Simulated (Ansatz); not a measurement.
Crystal: ZrC.

```
CELL_PARAMETERS angstrom
3.39148 0.00000 0.00000
-1.69574 2.93710 0.00000
0.00000 0.00000 5.29005
ATOMIC_POSITIONS crystal
Zr 0.66667 0.33333 0.75000
Zr 0.33333 0.66667 0.25000
C 0.00000 0.00000 0.50000
C 0.00000 0.00000 0.00000
```

The cell comes from a database or a generator and needn't be the stable form of this composition.

Base run:

* Program: Ansatz 0.2.0
* Functional: PBEsol
* Potentials or basis: Ansatz PAW
* Cutoff: 420 eV
* Density cutoff: 1680 eV
* k mesh: 7 × 7 × 4
* Occupations: fermi-dirac, width 0.05 eV
* Spin: no spin polarisation

Its results: band gap on the k mesh none (metal or under the smearing width); pressure -7.9 GPa.

**Question.** The run is repeated on the same cell with these changes: functional from PBEsol to BLYP. What comes out?

**Answer.** Band gap on the k mesh none (metal or under the smearing width); pressure 4.9 GPa.

BLYP binds less tightly than PBEsol, so the same cell stands under more pressure.

Caveats: the PAW data sets come from PBE, with cores solved anew for the run's functional, which leaves a small shift of forces and pressure; the potentials were made for another functional, which shifts forces and pressure (some runs).

Not every run made on this cell is shown here.
